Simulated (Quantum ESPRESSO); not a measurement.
GaN:

```
Ga N
1.0
     0.00000    2.25350    2.25350
     2.25350    0.00000    2.25350
     2.25350    2.25350    0.00000
Ga N
1 1
Direct
  0.00000 0.00000 0.00000
  0.25000 0.25000 0.25000
```

The cell is a database's computed one.

```yaml
Program: Quantum ESPRESSO 7.5
Task: phonons
Functional: BLYP
Potentials_or_basis: PseudoDojo 0.4.1 SR PBE standard
Cutoff: 1143 eV
Density_cutoff: 4572 eV
k_mesh: 8 × 8 × 8, shifted
Occupations: fermi-dirac, width 0.05 eV
Spin: no spin polarisation
Mixing_beta: 0.5
Most_SCF_iterations: 120
SCF_threshold: 4e-10 Ry
```

The first run showed a gap, so the response started from a second, tighter run with fixed occupations.

**Question.** Where do the zone-centre optical modes lie?

**Answer.** T2 at 551 cm⁻¹ (IR and Raman). Polar modes are given without the macroscopic field (transverse values).

Optical modes at Γ, degenerate ones joined, polar ones without the macroscopic field:
| cm⁻¹ | components | symmetry | active in | IR intensity, summed ((D/Å)²/amu) |
| --- | --- | --- | --- | --- |
| 551 | 3 | T2 | IR and Raman | 42.72 |

Zone-centre frequencies without and with the macroscopic field along z (cm⁻¹):
|  | optical modes in rising order |
| --- | --- |
| without | 551 551 551 |
| with the field | 551 551 728 |

Born effective charge tensors (e):
atom 1, Ga
```
2.68 0.00 0.00
0.00 2.68 0.00
0.00 0.00 2.68
```
atom 2, N
```
-2.68  0.00  0.00
 0.00 -2.68  0.00
 0.00  0.00 -2.68
```

Electronic dielectric tensor:
```
5.85 0.00 0.00
0.00 5.85 0.00
0.00 0.00 5.85
```

Static dielectric tensor, electrons and zone-centre modes:
```
10.22  0.00  0.00
 0.00 10.22  0.00
 0.00  0.00 10.22
```

Caveat: the cell is more than 3 GPa from zero pressure, which shifts response properties; before the sum rule the acoustic modes lie tens of cm⁻¹ from zero, a sign that the density grid also shifts the optical modes.
